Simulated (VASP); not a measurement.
Fe: energy against volume and a worked fit

Symmetry: Im-3m, No. 229, cubic system. Conventional cell: a = 2.886 Å, b = 2.886 Å, c = 2.886 Å, α = 90.00°, β = 90.00°, γ = 90.00°. Fe (site symmetry m-3m) is surrounded by 8 Fe at 2.50 Å.

The cell was scaled at fixed shape and fractions and run with VASP, PBE PAW files Fe, 520 eV; r2SCAN, k mesh 13 × 13 × 13 on the cell of 1 atom, fermi-dirac occupations of 0.05 eV, collinear spin, ferromagnetic start, no spin-orbit coupling. The potentials were made for PBE. Energies are those that the program minimises, any entropy of the smearing included. For a metal such a mesh isn't converged to the digits shown. The magnetic state is the one that the start led to, which needn't be the lowest.

```tsv
V (Å³/atom)	energy over the lowest row (meV/atom)
11.2976	11.99
11.5380	2.55
11.7784	0.00
12.0187	3.65
12.2591	?
12.4995	26.35
12.7399	44.26
```

**Question.** Fit the third-order Birch-Murnaghan form, give V0, B0 and B′, and predict the energy left open.

**Answer.** With y = (V0/V)^(2/3), E = E0 + (9 V0 B0/16) [(y - 1)³ B′ + (y - 1)² (6 - 4y)]. Least squares through the rows shown give V0 = 11.7519 Å³/atom, E0 = -0.01 meV, B0 = 201.9 GPa (1 eV/Å³ = 160.218 GPa) and B′ = 5.22, with a largest miss of 0.03 meV. At V = 12.2591 the form with these constants gives 12.63 meV; the run gave 12.68 meV an atom. Measured volume: 11.77 Å³/atom at 298 K (a printed reference work), so the fit lies -0.2 % from it. The runs are for a static lattice.
